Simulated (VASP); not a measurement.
## Mg: single point with r2SCAN

Crystal: Mg.

```
CELL_PARAMETERS angstrom
3.20930 0.00000 0.00000
-1.60465 2.77934 0.00000
0.00000 0.00000 5.21030
ATOMIC_POSITIONS crystal
Mg 0.66667 0.33333 0.75000
Mg 0.33333 0.66667 0.25000
```

| Quantity | Value |
| --- | --- |
| Program | VASP 6.6.1 |
| Task | single point |
| Functional | r2SCAN |
| Potentials or basis | VASP PAW PBE potentials, release 64 (Mg) |
| Cutoff | 520 eV |
| k mesh | 10 × 10 × 5 |
| Occupations | tetrahedron |
| Spin | no spin polarisation |

```yaml
Pressure: -1.6 GPa
Band_gap_on_the_k_mesh: none (metal or under the smearing width)
```

Levels at points of the mesh, in eV from the Fermi level:
| k point | band 1 | band 2 | band 3 | band 4 | band 5 |
| --- | --- | --- | --- | --- | --- |
| (0.00, 0.00, 0.00) | -7.40 | -1.95 | -1.27 | 11.56 | 11.56 |
| (0.50, 0.00, 0.00) | -2.42 | -2.26 | 2.73 | 3.04 | 3.46 |

Run time: 39 s on 1 thread of Intel(R) Xeon(R) Platinum 8488C (Sapphire Rapids) (shared host), peak memory 0.16 GiB.

Caveat: the PAW data sets were made with another functional, which shifts forces and pressure a little; tetrahedron occupations give inexact forces and stress in metals.
